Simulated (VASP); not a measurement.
Calculation: PBE GGA, VASP's PBE PAW potentials (set 64) (plane waves; VASP 6.6.1).

VASP ran on this input.

File KPOINTS:
```
Automatic mesh
0
gamma
7 7 7
0 0 0
```

**INCAR**
```
ALGO  =  Normal
EDIFF  =  1E-6
EDIFFG  =  -0.01
ENCUT  =  520
GGA  =  PE
IBRION  =  2
ISIF  =  3
ISMEAR  =  0
LASPH  =  .TRUE.
LCHARG  =  .FALSE.
LMAXMIX  =  4
LREAL  =  .FALSE.
LWAVE  =  .FALSE.
NELM  =  100
NSW  =  60
PREC  =  Accurate
SIGMA  =  0.05
SYSTEM  =  BaF2
```

File POSCAR:
```
BaF2
1.0
  0.0000000000   3.1000000000   3.1000000000
  3.1000000000   0.0000000000   3.1000000000
  3.1000000000   3.1000000000   0.0000000000
Ba F
1 2
Direct
  0.0000000000   0.0000000000   0.0000000000
  0.2500000000   0.2500000000   0.2500000000
  0.7500000000   0.7500000000   0.7500000000
```

POTCAR, in this order: Ba_sv F (PBE.64 set). Program: vasp_std.

What VASP printed:

OUTCAR:
```
 ion  position               nearest neighbor table
   1  0.000  0.000  0.000-   3 2.68   2 2.68   3 2.68   2 2.68   3 2.68   3 2.68   2 2.68   2 2.68
  LATTYP: Found a face centered cubic cell.
 ALAT       =     6.2000000000
 Subroutine PRICEL returns:
 Original cell was already a primitive cell.
 Subroutine GETGRP returns: Found 48 space group operations
The static configuration has the point symmetry O_h .
The dynamic configuration has the point symmetry O_h .
 Subroutine INISYM returns: Found 48 space group operations
 Subroutine IBZKPT returns following result:
 Found     20 irreducible k-points:

 Following reciprocal coordinates:
            Coordinates               Weight
  0.000000  0.000000  0.000000      1.000000
  0.142857  0.000000  0.000000      8.000000
  0.285714  0.000000  0.000000      8.000000
  0.428571  0.000000  0.000000      8.000000
  0.142857  0.142857  0.000000      6.000000
  0.285714  0.142857  0.000000     24.000000
  0.428571  0.142857  0.000000     24.000000
 -0.428571  0.142857  0.000000     24.000000
 -0.285714  0.142857  0.000000     24.000000
 -0.142857  0.142857  0.000000     12.000000
...
```

OSZICAR:
```
       N       E                     dE             d eps       ncg     rms          rms(c)
DAV:   1     0.165059564293E+03    0.16506E+03   -0.13253E+04   640   0.139E+03
DAV:   2    -0.120620392894E+02   -0.17712E+03   -0.17058E+03   816   0.295E+02
DAV:   3    -0.187704823376E+02   -0.67084E+01   -0.67012E+01   824   0.680E+01
DAV:   4    -0.188730629622E+02   -0.10258E+00   -0.10257E+00   824   0.748E+00
DAV:   5    -0.188774015020E+02   -0.43385E-02   -0.43385E-02   856   0.102E+00    0.863E+00
DAV:   6    -0.170790986205E+02    0.17983E+01   -0.98374E+00   640   0.253E+01    0.435E+00
DAV:   7    -0.170799963509E+02   -0.89773E-03   -0.38403E-01   824   0.560E+00    0.223E+00
DAV:   8    -0.170983093951E+02   -0.18313E-01   -0.60045E-02   704   0.298E+00    0.302E-01
DAV:   9    -0.171061156670E+02   -0.78063E-02   -0.17367E-02   792   0.953E-01    0.149E-01
DAV:  10    -0.171086459331E+02   -0.25303E-02   -0.41705E-03   664   0.478E-01    0.457E-02
DAV:  11    -0.171086462643E+02   -0.33122E-06   -0.48330E-04   840   0.173E-01    0.261E-02
DAV:  12    -0.171086561548E+02   -0.98904E-05   -0.10707E-04   656   0.774E-02    0.276E-03
DAV:  13    -0.171086568578E+02   -0.70306E-06   -0.24757E-06   864   0.115E-02
   1 F= -.17108657E+02 E0= -.17108657E+02  d E =-.171087E+02
       N       E                     dE             d eps       ncg     rms          rms(c)
DAV:   1    -0.175276221469E+02   -0.41897E+00   -0.87420E+00   648   0.266E+01    0.498E+00
DAV:   2    -0.171577630145E+02    0.36986E+00   -0.20660E+00   640   0.108E+01    0.812E-01
DAV:   3    -0.171320427474E+02    0.25720E-01   -0.58158E-02   720   0.215E+00    0.468E-01
DAV:   4    -0.171246515547E+02    0.73912E-02   -0.37319E-02   960   0.126E+00    0.138E-01
DAV:   5    -0.171248323880E+02   -0.18083E-03   -0.76268E-04   656   0.237E-01    0.777E-02
DAV:   6    -0.171250636656E+02   -0.23128E-03   -0.32643E-04   800   0.171E-01    0.236E-02
DAV:   7    -0.171250703576E+02   -0.66919E-05   -0.28141E-05   856   0.370E-02    0.825E-03
DAV:   8    -0.171250729197E+02   -0.25621E-05   -0.40864E-06   656   0.189E-02    0.189E-03
DAV:   9    -0.171250733414E+02   -0.42171E-06   -0.15477E-07   456   0.333E-03
   2 F= -.17125073E+02 E0= -.17125073E+02  d E =-.164165E-01
       N       E                     dE             d eps       ncg     rms          rms(c)
DAV:   1    -0.171291277628E+02   -0.40548E-02   -0.83656E-02   640   0.261E+00    0.494E-01
DAV:   2    -0.171255713384E+02    0.35564E-02   -0.20911E-02   640   0.107E+00    0.828E-02
DAV:   3    -0.171253141106E+02    0.25723E-03   -0.64785E-04   720   0.228E-01    0.464E-02
DAV:   4    -0.171252438113E+02    0.70299E-04   -0.36585E-04   960   0.127E-01    0.146E-02
DAV:   5    -0.171252471377E+02   -0.33264E-05   -0.98931E-06   648   0.263E-02    0.790E-03
DAV:   6    -0.171252541094E+02   -0.69717E-05   -0.33843E-06   832   0.170E-02    0.254E-03
DAV:   7    -0.171252536169E+02    0.49250E-06   -0.26363E-07   344   0.406E-03
   3 F= -.17125254E+02 E0= -.17125254E+02  d E =-.165968E-01
```

File OUTCAR:
```
------------------------ aborting loop because EDIFF is reached ----------------------------------------
  FORCE on cell =-STRESS in cart. coord.  units (eV):
  Direction    XX          YY          ZZ          XY          YZ          ZX
  --------------------------------------------------------------------------------------
  Total        0.0032456      0.0032456      0.0032456      0.0000000      0.0000000     -0.0000000
  in kB        0.0839980      0.0839980      0.0839980      0.0000000      0.0000000     -0.0000000
  external PRESSURE =       0.0839980 kB  Pullay stress =       0.0000000 kB
  volume of cell :       61.91
      direct lattice vectors                 reciprocal lattice vectors
    -0.000000000  3.139793501  3.139793501    -0.159246141  0.159246141  0.159246141
     3.139793501  0.000000000  3.139793501     0.159246141 -0.159246141  0.159246141
     3.139793501  3.139793501  0.000000000     0.159246141  0.159246141 -0.159246141
 POSITION                                       TOTAL-FORCE (eV/Angst)
 -----------------------------------------------------------------------------------
      0.00000      0.00000      0.00000         0.000000      0.000000      0.000000
      1.56990      1.56990      1.56990        -0.000000      0.000000     -0.000000
      4.70969      4.70969      4.70969         0.000000     -0.000000      0.000000
 -----------------------------------------------------------------------------------
    total drift:                                0.000000      0.000000      0.000000
  FREE ENERGIE OF THE ION-ELECTRON SYSTEM (eV)
  ---------------------------------------------------
  free  energy   TOTEN  =       -17.1252536169 eV

  energy  without entropy=      -17.1252536169  energy(sigma->0) =      -17.12525362

 reached required accuracy - stopping structural energy minimisation
```
(Selected blocks of OUTCAR.)

### CONTCAR
```
BaF2
   1.00000000000000
    -0.0000000000000000    3.1397935009324276    3.1397935009324276
     3.1397935009324276    0.0000000000000000    3.1397935009324276
     3.1397935009324276    3.1397935009324276    0.0000000000000000
  Ba              F
     1     2
Direct
     0.0000000000000000    0.0000000000000000    0.0000000000000000
     0.2500000000000000    0.2500000000000000    0.2500000000000000
     0.7500000000000000    0.7500000000000000    0.7500000000000000
```

Energy and stress use the plane-wave basis of the starting cell.

The compound is BaF2 in the fluorite structure. This run relaxes it. Symmetry was kept, so distortions that lower it aren't found.
